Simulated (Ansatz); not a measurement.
# Aluminium, dhcp under r²SCAN: structure, energy and stiffness, part 1 of 2

What does r²SCAN give for aluminium in the dhcp structure? We relax it, solve it on a dense k-mesh, then scale the cell to 7 volumes from 88 to 112 % of the relaxed one and try a fit of the equation of state. Spin polarisation is left out. The k-meshes are 13×13×4 for the relaxation; 17×17×5 for the dense run; 14×14×4 for the volumes.

Computed with Ansatz 0.2.0 (DFT r2SCAN, plane waves (500 eV) with PAW, scalar-relativistic; PBE-made PAW files, unless a step says otherwise).

**1. Starting point**

It takes space group P6_3/mmc (No. 194, hexagonal). Conventional cell: a = 2.863 Å, b = 2.863 Å, c = 9.352 Å, α = 90.00°, β = 90.00°, γ = 120.00°. Around Al (site symmetry -3m) lie 12 Al at 2.86 Å. Around Al (site symmetry -6m2) lie 12 Al at 2.86 Å.

Coordinates:

```cif
data_structure
_symmetry_space_group_name_H-M 'P 1'
_symmetry_Int_Tables_number 1
_cell_length_a 2.8635
_cell_length_b 2.8635
_cell_length_c 9.3521
_cell_angle_alpha 90.000
_cell_angle_beta 90.000
_cell_angle_gamma 120.000
_cell_volume 66.41
loop_
_atom_site_label
_atom_site_type_symbol
_atom_site_fract_x
_atom_site_fract_y
_atom_site_fract_z
_atom_site_occupancy
Al1 Al 0.00000 0.00000 0.00000 1
Al2 Al 0.00000 0.00000 0.50000 1
Al3 Al 0.33333 0.66667 0.25000 1
Al4 Al 0.66667 0.33333 0.75000 1
```

**2. Relaxation of the cell**

Contents of input.yaml:

```yaml
crystal:
  lattice:
    - [2.863481482, 0.0, 0.0]
    - [-1.431740741, 2.4798477067, 0.0]
    - [0.0, 0.0, 9.3521305203]
  atoms:
    - { symbol: Al, position: [0.0, 0.0, 0.0] }
    - { symbol: Al, position: [0.0, 0.0, 0.5] }
    - { symbol: Al, position: [0.3333333333, 0.6666666667, 0.25] }
    - { symbol: Al, position: [0.6666666667, 0.3333333333, 0.75] }
hamiltonian:
  xc: r2scan
  pseudopotentials:
    kind: paw
    azcp:
      Al: "pseudopotentials/Al.paw.azcp"
basis:
  ecutwfc: 500
  fft_grid_basis: typed
kpoints:
  mp_grid: { grid: [13, 13, 4], shift: [0, 0, 0] }
magnetization:
  spin_polarized: false
scf:
  occupations: { method: fermi_dirac, width: 0.1 }
relax:
  max_steps: 60
  f_tol: 0.01
  cell: {}
```

The run is started by

```console
$ ansatz run input.yaml --threads 1 --pin off --max-ram 3584MiB --backend cpu --events-out ev --progress --plain --runs-dir out
```

The program printed, shortened:

```text
[...]
Pseudopotentials: kind: paw
Pseudopotential: Al, paw, valence charge 3, recommended cutoff 500 eV (meta_gga), <dir>
Functional definition: r2SCAN
[...]
Crystal: 4 atoms, lattice volume = 66.409 Å³
Basis set: ecut = 500 eV, 1655 PW (Γ), exchange–correlation on 96×96×288 points (64 copies of the dense FFT grid, shifted against one another)
Bands: 10, of which v1, the nominal top of the filled ones, is band 6 counted from 1 (5 counted from 0)
Symmetry: 24 space group operations
Space group: P63/mmc (ITA 194), of the structure as read, at distance tolerance 4.0e-5 Å
k-points: 63 of 676
[...]
SCF iter   1: F=—  HF=-2161.551440 eV  |F-HF|=—  |Δ(HF+E_count)|=         —  Δρ=3.62e-3  dr2=9.76e-3  dr2_τ=1.64e-2  ethr=1.77e-3  ⟨swp⟩=7.0  Hψ=12129  notcnv=0  defer=10
[...]
relax step   1: F+E_penalty+E_count = -2161.57970910 eV  Δ(F+E_penalty+E_count) = +0.000e0 eV  max|allowed force component| = 1.937e-17 eV/Å  Δτ_max = 0.0000 Å  P = -3.280 GPa  Ω = 66.409 Å³  (7 SCF iters, dr2 threshold 1.00e-7 eV, accepted)
[...]
relax step   4: F+E_penalty+E_count = -2161.60691876 eV  Δ(F+E_penalty+E_count) = -3.606e-5 eV  max|allowed force component| = 1.128e-17 eV/Å  Δτ_max = 0.0000 Å  P = -0.002 GPa  Ω = 63.874 Å³  energy of the carried Pulay correction = +5.177e-5 eV  (3 SCF iters, dr2 threshold 4.54e-8 eV, accepted)
[...]
relax step   5: F+E_penalty+E_count = -2161.60685702 eV  Δ(F+E_penalty+E_count) = +6.173e-5 eV  max|allowed force component| = 8.095e-18 eV/Å  Δτ_max = 0.0000 Å  P = -0.001 GPa  Ω = 63.874 Å³  stress off target by 3.86e-2 GPa  SCF on the basis re-selected at this cell (its energy is not [...]
SCF converged after 5 iterations
Free energy (F): -2161.606857 eV
[...]
E sigma→0 (E₀):  -2161.585635 eV
Entropy (-TS):   -0.042445 eV (-10.611 meV/atom)
Fermi energy:    8.300414 eV
[...]
--- Forces (eV/Å), atoms counted from 1 ---
  atom   1  Al    -0.00000000    -0.00000000    -0.00000000
  atom   2  Al    -0.00000000     0.00000000     0.00000000
  atom   3  Al     0.00000000     0.00000000     0.00000000
  atom   4  Al     0.00000000    -0.00000000    -0.00000000
[...]
--- Stress (GPa, compression-positive) ---
       -0.020640      -0.000000       0.000000
       -0.000000      -0.020640       0.000000
        0.000000       0.000000       0.038605
  P = ⅓ Tr σ = -0.0009 GPa (-0.009 kbar)
--- Relaxed structure (4 steps of the walk, 4 accepted, 1 SCFs on fresh bases) ---
  F+E_penalty+E_count = -2161.60685702 eV   max|allowed force component| = 8.095e-18 eV/Å   (the final SCF, on the basis selected at the relaxed cell)
  cell:  # Å, volume = 63.8744 Å³
    - [2.8230581638219263, 0.0, 0.0]
    - [-1.4115290819109632, 2.4448400862308395, 0.0]
    - [0.0, 0.0, 9.25458070089212]
  atoms:
    - { symbol: Al, position: [-2.443380619343361e-34, 1.6078716556802636e-34, 1.2763672700289848e-35] }
    - { symbol: Al, position: [-4.149943865171773e-34, 3.033720105057084e-36, 0.5000000000000001] }
    - { symbol: Al, position: [0.33333333333333337, 0.6666666666666669, 0.25000000000000006] }
    - { symbol: Al, position: [0.6666666666666667, 0.33333333333333337, 0.75] }
```

Wall time 39 s (1 thread of Intel Xeon Platinum 8259CL at 2.50GHz (Skylake/Cascade Lake), shared host); peak memory 0.74 GiB.

The walk, from the log:

| step | energy change (meV/atom) | largest force (eV/Å) | pressure (GPa) | volume (Å³/atom) |
| --- | --- | --- | --- | --- |
| 1 | 0.00 | 0.0000 | -3.28 | 16.602 |
| 2 | -5.55 | 0.0000 | 1.57 | 15.707 |
| 3 | -6.79 | 0.0000 | -0.10 | 15.986 |
| 4 | -6.80 | 0.0000 | 0.00 | 15.969 |
| 5 | -6.79 | 0.0000 | 0.00 | 15.969 |

Steps that repeat a cell are solved on a basis chosen anew, so their changes of energy are no gain of the relaxation.

The cell of the run, before and after:

|  | before | after | change |
| --- | --- | --- | --- |
| a (Å) | 2.863 | 2.823 | -1.4 % |
| b (Å) | 2.863 | 2.823 | -1.4 % |
| c (Å) | 9.352 | 9.255 | -1.0 % |
| volume (Å³/atom) | 16.602 | 15.969 | -3.8 % |
| shortest distance (Å) | 2.863 | 2.823 | -1.4 % |
| space group (spins left aside) | P6_3/mmc | P6_3/mmc | same |

**3. Single point on a dense mesh**

Contents of input.yaml:

```yaml
crystal:
  lattice:
    - [2.8230581638, 0.0, 0.0]
    - [-1.4115290819, 2.4448400862, 0.0]
    - [0.0, 0.0, 9.2545807009]
  atoms:
    - { symbol: Al, position: [1.0, 0.0, 0.0] }
    - { symbol: Al, position: [1.0, 0.0, 0.5] }
    - { symbol: Al, position: [0.3333333333, 0.6666666667, 0.25] }
    - { symbol: Al, position: [0.6666666667, 0.3333333333, 0.75] }
hamiltonian:
  xc: r2scan
  pseudopotentials:
    kind: paw
    azcp:
      Al: "pseudopotentials/Al.paw.azcp"
basis:
  ecutwfc: 500
  fft_grid_basis: typed
kpoints:
  mp_grid: { grid: [17, 17, 5], shift: [0, 0, 0] }
magnetization:
  spin_polarized: false
scf:
  occupations: { method: fermi_dirac, width: 0.1 }
```

The run is started by

```console
$ ansatz run input.yaml --threads 1 --pin off --max-ram 3584MiB --backend cpu --events-out ev --progress --plain --runs-dir out
```

The program printed, shortened:

```text
[...]
[... 3 set-up lines as earlier in the session ...]
[...]
Crystal: 4 atoms, lattice volume = 63.874 Å³
Basis set: ecut = 500 eV, 1605 PW (Γ), exchange–correlation on 96×96×288 points (64 copies of the dense FFT grid, shifted against one another)
Bands: 10, of which v1, the nominal top of the filled ones, is band 6 counted from 1 (5 counted from 0)
[... 2 set-up lines as earlier in the session ...]
k-points: 99 of 1445
[...]
SCF iter   1: F=—  HF=-2161.575825 eV  |F-HF|=—  |Δ(HF+E_count)|=         —  Δρ=3.42e-3  dr2=7.98e-3  dr2_τ=1.92e-2  ethr=1.77e-3  ⟨swp⟩=7.2  Hψ=8656  notcnv=0  defer=1
[...]
SCF iter   7: F=-2161.602291 eV  HF=-2161.602291 eV  |F-HF|=8.59e-10  |Δ(HF+E_count)|=   7.07e-8  Δρ=2.11e-6  dr2=2.57e-9  dr2_τ=2.90e-11  ethr=8.33e-10  ⟨swp⟩=2.0  Hψ=1981  notcnv=0
[...]
SCF converged after 7 iterations
Free energy (F): -2161.602291 eV
[...]
E sigma→0 (E₀):  -2161.578716 eV
Entropy (-TS):   -0.047150 eV (-11.787 meV/atom)
Fermi energy:    8.327826 eV
[...]
```

Wall time 11 s (1 thread of Intel Xeon Platinum 8259CL at 2.50GHz (Skylake/Cascade Lake), shared host); peak memory 0.66 GiB.

**4. Equation of state: 88 %**

input.yaml, as its differences from that of step 3:

```diff
@@ -2,5 +2,5 @@
   lattice:
-    - [2.8230581638, 0.0, 0.0]
-    - [-1.4115290819, 2.4448400862, 0.0]
-    - [0.0, 0.0, 9.2545807009]
+    - [2.7052913888, 0.0, 0.0]
+    - [-1.3526456944, 2.3428510673, 0.0]
+    - [0.0, 0.0, 8.8685163478]
   atoms:
@@ -20,3 +20,3 @@
 kpoints:
-  mp_grid: { grid: [17, 17, 5], shift: [0, 0, 0] }
+  mp_grid: { grid: [14, 14, 4], shift: [0, 0, 0] }
 magnetization:
@@ -25 +25,8 @@
   occupations: { method: fermi_dirac, width: 0.1 }
+  lower_state_search: "off"
+output:
+  stress: true
+  write_density: true
+  write_potential: true
+  elf: true
+  volumetric_format: npy
```

The run is started by

```console
$ ansatz run input.yaml --threads 1 --pin off --max-ram 3584MiB --backend cpu --events-out ev --progress --plain --runs-dir out
```

The program printed, shortened:

```text
[...]
[... 3 set-up lines as earlier in the session ...]
[...]
Crystal: 4 atoms, lattice volume = 56.209 Å³
Basis set: ecut = 500 eV, 1389 PW (Γ), exchange–correlation on 80×80×288 points (64 copies of the dense FFT grid, shifted against one another)
Bands: 10, of which v1, the nominal top of the filled ones, is band 6 counted from 1 (5 counted from 0)
[... 1 set-up line as earlier in the session ...]
Space group: P63/mmc (ITA 194), of the structure as read, at distance tolerance 3.8e-5 Å
k-points: 72 of 784
[...]
SCF iter   1: F=-2161.267968 eV  HF=-2161.252681 eV  |F-HF|=1.53e-2  |Δ(HF+E_count)|=         —  Δρ=2.96e-3  dr2=4.54e-3  dr2_τ=3.18e-2  ethr=1.77e-3  ⟨swp⟩=7.7  Hψ=14268  notcnv=0  defer=12
[...]
SCF iter   7: F=-2161.271501 eV  HF=-2161.271501 eV  |F-HF|=9.65e-10  |Δ(HF+E_count)|=   7.69e-8  Δρ=2.44e-6  dr2=3.43e-9  dr2_τ=1.15e-11  ethr=8.33e-10  ⟨swp⟩=10.8  Hψ=6179  notcnv=0
[...]
SCF converged after 7 iterations
Free energy (F): -2161.271501 eV
[...]
E sigma→0 (E₀):  -2161.250873 eV
Entropy (-TS):   -0.041256 eV (-10.314 meV/atom)
Fermi energy:    9.738768 eV
[...]
--- Stress (GPa, compression-positive) ---
       15.081875       0.000000       0.000000
        0.000000      15.081875       0.000000
        0.000000       0.000000      15.942328
  P = ⅓ Tr σ = 15.3687 GPa (153.687 kbar)
--- Band table (eV; the first three rows and the last of 72) ---
  k-point 0: bands = ["-3.2784", "-1.3064", "-1.3040", "4.0385", "4.9285", "13.6692", "13.6742", "22.3775", "22.3775", "22.4891", "22.4891", "23.3190", "23.3190", "23.3567"]
[...]
```

It took 12 s on 1 thread of Intel Xeon Platinum 8259CL at 2.50GHz (Skylake/Cascade Lake), shared host; peak memory 0.67 GiB.

Density in a lattice plane of the grid's cell (edges 2.71 and 8.87 Å, at 0.000 of the third edge), which holds Al.

Values in e/Å³, 12 rows by 6 columns:
```
0.18 0.22 0.23 0.22 0.23 0.22
0.24 0.23 0.23 0.22 0.23 0.23
0.25 0.25 0.23 0.20 0.23 0.25
0.23 0.23 0.23 0.22 0.23 0.23
0.18 0.22 0.23 0.22 0.23 0.22
0.06 0.09 0.23 0.24 0.23 0.09
0.18 0.22 0.23 0.22 0.23 0.22
0.23 0.23 0.23 0.22 0.23 0.23
0.25 0.25 0.23 0.20 0.23 0.25
0.24 0.23 0.23 0.22 0.23 0.23
0.18 0.22 0.23 0.22 0.23 0.22
0.06 0.09 0.23 0.25 0.23 0.09
```
Columns run along the first of these edges and rows up along the second, over one cell in 6 and 12 even steps from the bottom left corner. Atoms in the plane (fractional): Al at (0.00, 0.00), Al at (0.00, 0.50).

ELF in the same plane.

Ten even steps from '0' (0.02) to '9' (0.64):
```
00599950
78888888
99988899
99986899
99975799
99986899
99988899
78888888
00599950
10399930
00599950
78888888
99988899
99986899
99975799
99986899
99988899
78888888
00599950
10399930
```
Columns run along the first of these edges and rows up along the second, over one cell in 8 and 20 even steps from the bottom left corner. Atoms in the plane (fractional): Al at (0.00, 0.00), Al at (0.00, 0.50).

Both are smooth fields of the valence electrons: close to the nuclei they are not physical.

The highest ELF values outside the cores: 0.67 beside Al, off the lines to its neighbours, 1.2 Å from Al; 0.64 on the Al–Al line, 1.4 Å from Al.

(Continued in part 2 of 2.)
